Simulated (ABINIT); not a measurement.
# CoO (R-3m) in ABINIT: relaxation of cell and atoms with PBEsol

Aim: the relaxation of cell and atoms of CoO with PBEsol.

Program: ABINIT 10.8.3 (patched build). These are calculated values, not measurements. Logs are shortened: lines on timing, memory, paths and dates and some standing lists are left out, and cuts for length are marked. The log counts tension as positive stress, the text compression.

## (1) Starting point

The structure is trigonal, space group R-3m (No. 166). Conventional cell: a = 3.011 Å, b = 3.011 Å, c = 7.320 Å, α = 90.00°, β = 90.00°, γ = 120.00°. Around Co (site symmetry -3m) lie 6 O at 2.12 Å. Around O (site symmetry -3m) lie 6 Co at 2.12 Å.

The cell is a database's computed one.

## (2) Relaxation of cell and atoms, PBEsol, collinear spin, ferromagnetic start

File run.abi:

```
pp_dirpath "./"
pseudos "Co.GGA_PBE-JTH.xml, O.GGA_PBE-JTH.xml"

acell 5.6613499353 5.6613499353 5.6613499353
rprim
     0.5025170959     0.2901283806     0.8144336014
    -0.5025170959     0.2901283806     0.8144336014
     0.0000000000    -0.5802567611     0.8144336014
ntypat 2
znucl 27 8
natom 2
typat 1 2
xred
     0.0000000000     0.0000000000     0.0000000000
     0.5000000000     0.5000000000     0.5000000000
chkprim 0
chksymtnons 0
tolsym 1.0e-6

ecut 707.496042 eV
pawecutdg 48.0
pawxcdev 0

kptopt 1
ngkpt 9 9 9
nshiftk 1
shiftk 0.0 0.0 0.0

ixc -116133

nband 16
occopt 3
tsmear 0.00183747

nsppol 2
spinat
     0.0000000000     0.0000000000     2.0000000000
     0.0000000000     0.0000000000     0.0000000000

nstep 100
tolvrs 1.0e-9

iomode 3
prtwf 0
prtden 0
prteig 0
prtebands 0

ionmov 2
ntime 60
tolmxf 5.0e-5
optcell 2
dilatmx 1.08
ecutsm 0.5
```

Potentials or basis: JTH PAW PBE v2.0.

Launch:

```
$ mpirun --bind-to none -np 4 abinit run.abi > log 2>&1
```

run.abo:

```text
.Version 10.8.3 of ABINIT
 Symmetries : space group R-3 m (#166); Bravais hR (rhombohedral)
================================================================================
 Values of the parameters that define the memory need of the present run
     intxc =       0    ionmov =       2      iscf =      17    lmnmax =      18
     lnmax =       6     mgfft =      30  mpssoang =       3    mqgrid =    3001
     natom =       2  nloc_mem =       2    nspden =       2   nspinor =       1
    nsppol =       2      nsym =      12    n1xccc =       1    ntypat =       2
    occopt =       3   xclevel =       2
       mpw =        1043          nfft =       27000          nkpt =          85
Pmy_natom=         1
 PAW method is used; the additional fine FFT grid is defined by:
   mgfftf=        40    nfftf =     64000
================================================================================
================================================================================

--------------------------------------------------------------------------------
------------- Echo of variables that govern the present computation ------------
--------------------------------------------------------------------------------
 -outvars: echo values of preprocessed input variables --------
            acell      5.6613499353E+00  5.6613499353E+00  5.6613499353E+00 Bohr
              amu      5.89332000E+01  1.59994000E+01
          chkprim           0
      chksymtnons           0
          dilatmx      1.08000000E+00
             ecut      2.60000000E+01 Hartree
           ecutsm      5.00000000E-01 Hartree
           ionmov           2
                       outvar_i_n : Printing only first  50 k-points.
              ixc     -116133
                       outvar_i_n : Printing only first  50 k-points.
         kptrlatt        9    0    0      0    9    0      0    0    9
          kptrlen      5.09521494E+01
            natom           2
            nband          16
            ngfft          30      30      30
          ngfftdg          40      40      40
             nkpt          85
           nspden           2
           nsppol           2
            nstep         100
             nsym          12
            ntime          60
           ntypat           2
                       prtocc : prtvol=0, do not print more k-points.
                       1.000000  1.000000  1.000000  1.000000  1.000000  1.000000
                       1.000000  1.000000  1.000000  1.000000  1.000000  1.000000
                       0.000000  0.000000  0.000000  0.000000
                       1.000000  1.000000  1.000000  1.000000  1.000000  1.000000
                       1.000000  1.000000  1.000000  1.000000  1.000000  1.000000
                       0.000000  0.000000  0.000000  0.000000
                       1.000000  1.000000  1.000000  1.000000  1.000000  1.000000
                       1.000000  1.000000  1.000000  1.000000  1.000000  1.000000
                       0.000000  0.000000  0.000000  0.000000
                       1.000000  1.000000  1.000000  1.000000  1.000000  1.000000
                       1.000000  1.000000  1.000000  1.000000  1.000000  1.000000
                       0.000000  0.000000  0.000000  0.000000
                       1.000000  1.000000  1.000000  1.000000  1.000000  1.000000
                       1.000000  1.000000  1.000000  1.000000  1.000000  1.000000
                       0.000000  0.000000  0.000000  0.000000
                       1.000000  1.000000  1.000000  1.000000  1.000000  1.000000
                       1.000000  1.000000  1.000000  1.000000  1.000000  1.000000
[... 118 lines left out ...]
                       1.000000  1.000000  1.000000  1.000000  1.000000  1.000000
                       1.000000  1.000000  1.000000  1.000000  1.000000  0.000000
                       0.000000  0.000000  0.000000  0.000000
                       1.000000  1.000000  1.000000  1.000000  1.000000  1.000000
                       1.000000  1.000000  1.000000  1.000000  1.000000  0.000000
                       0.000000  0.000000  0.000000  0.000000
                       1.000000  1.000000  1.000000  1.000000  1.000000  1.000000
                       1.000000  1.000000  1.000000  1.000000  1.000000  0.000000
                       0.000000  0.000000  0.000000  0.000000
                       1.000000  1.000000  1.000000  1.000000  1.000000  1.000000
                       1.000000  1.000000  1.000000  1.000000  1.000000  0.000000
                       0.000000  0.000000  0.000000  0.000000
                       1.000000  1.000000  1.000000  1.000000  1.000000  1.000000
                       1.000000  1.000000  1.000000  1.000000  1.000000  0.000000
                       0.000000  0.000000  0.000000  0.000000
                       prtocc : prtvol=0, do not print more k-points.
           occopt           3
          optcell           2
        pawecutdg      4.80000000E+01 Hartree
         pawxcdev           0
           prtden           0
        prtebands           0
           prteig           0
            prtwf           0
            rprim      5.0251709590E-01  2.9012838060E-01  8.1443360140E-01
                      -5.0251709590E-01  2.9012838060E-01  8.1443360140E-01
                       0.0000000000E+00 -5.8025676110E-01  8.1443360140E-01
          spgroup         166
           spinat      0.0000000000E+00  0.0000000000E+00  2.0000000000E+00
                       0.0000000000E+00  0.0000000000E+00  0.0000000000E+00
           tolsym      1.00000000E-06
           tolvrs      1.00000000E-09
           tsmear      1.83747000E-03 Hartree
            typat      1  2
           useylm           1
                       outvars : Printing only first  50 k-points.
           xangst      0.0000000000E+00  0.0000000000E+00  0.0000000000E+00
                       3.3930597140E-17  1.4979288576E-10  3.6598903566E+00
[... 62 lines left out ...]

--- Iteration: ( 1/60) Internal Cycle: (1/1)
--------------------------------------------------------------------------------

---SELF-CONSISTENT-FIELD CONVERGENCE--------------------------------------------
[... 633 lines left out ...]
  2.78580864101019E+00  1.60838736885354E+00  4.55141755306122E+00
 -2.78580864101019E+00  1.60838736885354E+00  4.55141755306122E+00
  0.00000000000000E+00 -3.21677473714824E+00  4.55141755306122E+00
 Unitary Cell Volume (ucvol) [Bohr^3]=  1.22360111866435E+02
 Angles (23,13,12)= [degrees]
  5.99785689729905E+01  5.99785689729905E+01  5.99785689753944E+01
 Lengths [Bohr]
  5.57342277733607E+00  5.57342277733607E+00  5.57342277706159E+00
 Stress tensor in cartesian coordinates (strten) [Ha/bohr^3]
  1.18357034655306E-06  0.00000000000000E+00  0.00000000000000E+00
  0.00000000000000E+00  1.18357527061422E-06 -1.23945070934136E-12
  0.00000000000000E+00 -1.23945070934136E-12 -9.84253364678944E-08
 Total energy (etotal) [Ha]= -1.62373910716217E+02

 Difference of energy with previous step (new-old):
           Absolute (Ha)= 1.23205E-05
           Relative     = 7.58773E-08

--- Iteration: ( 7/60) Internal Cycle: (1/1)
--------------------------------------------------------------------------------

---SELF-CONSISTENT-FIELD CONVERGENCE--------------------------------------------
[... 84 lines left out ...]
  2.78613188812656E+00  1.60857399566311E+00  4.54978254480395E+00
 -2.78613188812656E+00  1.60857399566311E+00  4.54978254480395E+00
  0.00000000000000E+00 -3.21714799076757E+00  4.54978254480395E+00
 Unitary Cell Volume (ucvol) [Bohr^3]=  1.22344543564811E+02
 Angles (23,13,12)= [degrees]
  5.99995325095732E+01  5.99995325095732E+01  5.99995325119775E+01
 Lengths [Bohr]
  5.57230315063367E+00  5.57230315063367E+00  5.57230315035915E+00
 Stress tensor in cartesian coordinates (strten) [Ha/bohr^3]
 -5.10979899781550E-08  0.00000000000000E+00  0.00000000000000E+00
  0.00000000000000E+00 -5.10930648484065E-08 -1.23970891377272E-12
  0.00000000000000E+00 -1.23970891377272E-12 -9.20670689581737E-08
 Total energy (etotal) [Ha]= -1.62373910696176E+02

 Difference of energy with previous step (new-old):
           Absolute (Ha)= 2.00417E-08
           Relative     = 1.23429E-10

 At Broyd/MD step   7, gradients are converged :
  max grad (force/stress) = 9.2067E-06 < tolmxf= 5.0000E-05 ha/bohr (free atoms)

================================================================================

 ----iterations are completed or convergence reached----

 Mean square residual over all n,k,spin=   58.149E-14; max=  10.001E-11
 reduced coordinates (array xred) for    2 atoms
       0.000000000000      0.000000000000      0.000000000000
       0.500000000000      0.500000000000      0.500000000000
 rms dE/dt=  0.0000E+00; max dE/dt=  0.0000E+00; dE/dt below (all hartree)
    1       0.000000000000      0.000000000000      0.000000000000
    2       0.000000000000      0.000000000000      0.000000000000

 cartesian coordinates (angstrom) at end:
    1      0.00000000000000     0.00000000000000     0.00000000000000
    2      0.00000000000000     0.00000000014781     3.61146185346170

 cartesian forces (hartree/bohr) at end:
    1     -0.00000000000000    -0.00000000000000    -0.00000000000000
    2     -0.00000000000000    -0.00000000000000    -0.00000000000000
 frms,max,avg= 0.0000000E+00 0.0000000E+00   0.000E+00  0.000E+00  0.000E+00 h/b

 cartesian forces (eV/Angstrom) at end:
    1     -0.00000000000000    -0.00000000000000    -0.00000000000000
    2     -0.00000000000000    -0.00000000000000    -0.00000000000000
 frms,max,avg= 0.0000000E+00 0.0000000E+00   0.000E+00  0.000E+00  0.000E+00 e/A
 length scales=  5.572303150634  5.572303150634  5.572303150359 bohr
              =  2.948735837558  2.948735837558  2.948735837413 angstroms
 Fermi (or HOMO) energy (hartree) =   0.41831   Average Vxc (hartree)=  -0.46313
 Magnetization (Bohr magneton)=  2.75236675E+00
 Total spin up =  1.28761834E+01   Total spin down =  1.01238166E+01
 Eigenvalues (hartree) for nkpt=  85  k points, SPIN UP:
 kpt#   1, nband= 16, wtk=  0.00137, kpt=  0.0000  0.0000  0.0000 (reduced coord)
  -3.12956   -1.78422   -1.78422   -1.78422   -0.35020    0.28683    0.28683    0.28683
   0.29793    0.29793    0.30121    0.30122    0.30122    0.45929    1.02993    1.09023
      occupation numbers for kpt#   1
   1.00000    1.00000    1.00000    1.00000    1.00000    1.00000    1.00000    1.00000
   1.00000    1.00000    1.00000    1.00000    1.00000    0.00000    0.00000    0.00000
 prteigrs : prtvol=0 or 1, do not print more k-points.

 Eigenvalues (hartree) for nkpt=  85  k points, SPIN DOWN:
 kpt#   1, nband= 16, wtk=  0.00137, kpt=  0.0000  0.0000  0.0000 (reduced coord)
  -3.02417   -1.68132   -1.68132   -1.68132   -0.33288    0.30642    0.30643    0.30643
   0.37163    0.37164    0.37164    0.40914    0.40914    0.47845    1.02799    1.11161
      occupation numbers for kpt#   1
   1.00000    1.00000    1.00000    1.00000    1.00000    1.00000    1.00000    1.00000
   1.00000    1.00000    1.00000    0.99324    0.99324    0.00000    0.00000    0.00000
 prteigrs : prtvol=0 or 1, do not print more k-points.

--- !EnergyTerms
iteration_state     : {dtset: 1, itime: 7, icycle: 1, }
comment             : Components of total free energy in Hartree
kinetic             :  1.92736665949506E+01
hartree             :  4.10122141321317E+01
xc                  : -5.96977714318604E+00
Ewald energy        : -1.08648414619625E+02
psp_core            :  3.70581091757479E+00
local_psp           : -1.38712194769339E+02
PAW spherical_terms :  2.69658909865725E+01
internal            : -1.62372803900921E+02
'-kT*entropy'       : -1.11070055871048E-03
total_energy        : -1.62373914601479E+02
total_energy_eV     : -4.41841930649279E+03
...

--- !EnergyTermsDC
iteration_state     : {dtset: 1, itime: 7, icycle: 1, }
comment             : '"Double-counting" decomposition of free energy'
band_energy         : -1.34614464254487E+01
Ewald energy        : -1.08648414619625E+02
psp_core            :  3.70581091757479E+00
xc_dc               : -3.91773644348932E+01
PAW spherical_terms : -4.79138543322484E+00
internal            : -1.62372799995617E+02
'-kT*entropy'       : -1.11070055871048E-03
total_energy_dc     : -1.62373910696176E+02
total_energy_dc_eV  : -4.41841920022407E+03
...

--- !EnergyTermsWithPAWCore
iteration_state     : {dtset: 1, itime: 7, icycle: 1, }
comment             : 'Components of total free energy, including PAW core contributions'
Total energy        : -1.46720914737416E+03
Total energy DC     : -1.46720914346886E+03
Total energy (eV)   : -3.99247948128348E+04
Total energy DC (eV): -3.99247947065661E+04
...

 Cartesian components of stress tensor (hartree/bohr^3)
  sigma(1 1)= -5.10979900E-08  sigma(3 2)= -1.23970891E-12
  sigma(2 2)= -5.10930648E-08  sigma(3 1)=  0.00000000E+00
  sigma(3 3)= -9.20670690E-08  sigma(2 1)=  0.00000000E+00

-Cartesian components of stress tensor (GPa)         [Pressure=  1.9051E-03 GPa]
- sigma(1 1)= -1.50335477E-03  sigma(3 2)= -3.64734955E-08
- sigma(2 2)= -1.50320987E-03  sigma(3 1)=  0.00000000E+00
- sigma(3 3)= -2.70870669E-03  sigma(2 1)=  0.00000000E+00

== END DATASET(S) ==============================================================
================================================================================

 -outvars: echo values of variables after computation  --------
            acell      5.5723031506E+00  5.5723031506E+00  5.5723031504E+00 Bohr
           etotal     -1.6237391070E+02
            fcart     -0.0000000000E+00 -0.0000000000E+00 -0.0000000000E+00
                      -0.0000000000E+00 -0.0000000000E+00 -0.0000000000E+00
            rprim      4.9999646696E-01  2.8867309480E-01  8.1649946563E-01
                      -4.9999646696E-01  2.8867309480E-01  8.1649946563E-01
                       0.0000000000E+00 -5.7734618953E-01  8.1649946567E-01
           strten     -5.1097989978E-08 -5.1093064848E-08 -9.2067068958E-08
                      -1.2397089138E-12  0.0000000000E+00  0.0000000000E+00
           xangst      0.0000000000E+00  0.0000000000E+00  0.0000000000E+00
                       3.5657662457E-17  1.4781087783E-10  3.6114618535E+00
             xred      0.0000000000E+00  0.0000000000E+00  0.0000000000E+00
                       5.0000000000E-01  5.0000000000E-01  5.0000000000E-01
 Calculation completed.
```

Run time: 5.9 min. Hardware: 4 MPI ranks of Intel Xeon Platinum 8259CL at 2.50GHz (Skylake/Cascade Lake), shared host; peak memory 0.6 GiB.

What came out:

| Quantity | Value |
| --- | --- |
| Free energy | -4418.4192 eV |
| Relaxed volume | 9.06 Å³/atom |
| Relaxed cell | a = 2.949 Å, b = 2.949 Å, c = 2.949 Å, α = 60.00°, β = 60.00°, γ = 60.00° |
| Space group after relaxing (to 0.05 Å) | Fm-3m (No. 225) |
| Energy gained by relaxing | 15.5 meV/atom |
| Ionic steps | 7 |
| Pressure after relaxing | 0.0 GPa |
| Band gap on the k mesh | none (metal or under the smearing width) |
| Net moment | 2.75 μB per cell |
| Site moments | Co +2.43; O +0.26 μB |
| Valence electrons inside the program's atomic spheres | Co 15.36; O 4.56 |

Step by step:
| step | energy change (eV) | largest force (eV/Å) | pressure (GPa) | volume (Å³) |
| --- | --- | --- | --- | --- |
| 1 | 0.0000 | 0.0000 | -9.05 | 19.16 |
| 2 | -0.0230 | 0.0000 | -4.90 | 18.63 |
| 3 | -0.0310 | 0.0000 | 0.79 | 18.06 |
| 4 | -0.0312 | 0.0000 | -0.04 | 18.13 |
| 5 | -0.0313 | 0.0000 | -0.07 | 18.13 |
| 6 | -0.0309 | 0.0000 | -0.02 | 18.13 |
| 7 | -0.0309 | 0.0000 | 0.00 | 18.13 |

Final structure:
```
Co O
1.0
     1.47436    0.85122    2.40764
    -1.47436    0.85122    2.40764
     0.00000   -1.70244    2.40764
Co O
1 1
Direct
  0.00000 0.00000 0.00000
  0.50000 0.50000 0.50000
```

Caveat: the PAW data sets were made with another functional, which shifts forces and pressure a little; a cell with one magnetic atom can't hold antiferromagnetic order, which such compounds often take; semilocal functionals often make such compounds metallic where correlation or magnetic order opens a gap, which also shifts bond lengths. With open d or f shells a metallic result of PBEsol can be an artefact of self-interaction; +U or a hybrid may open a gap.
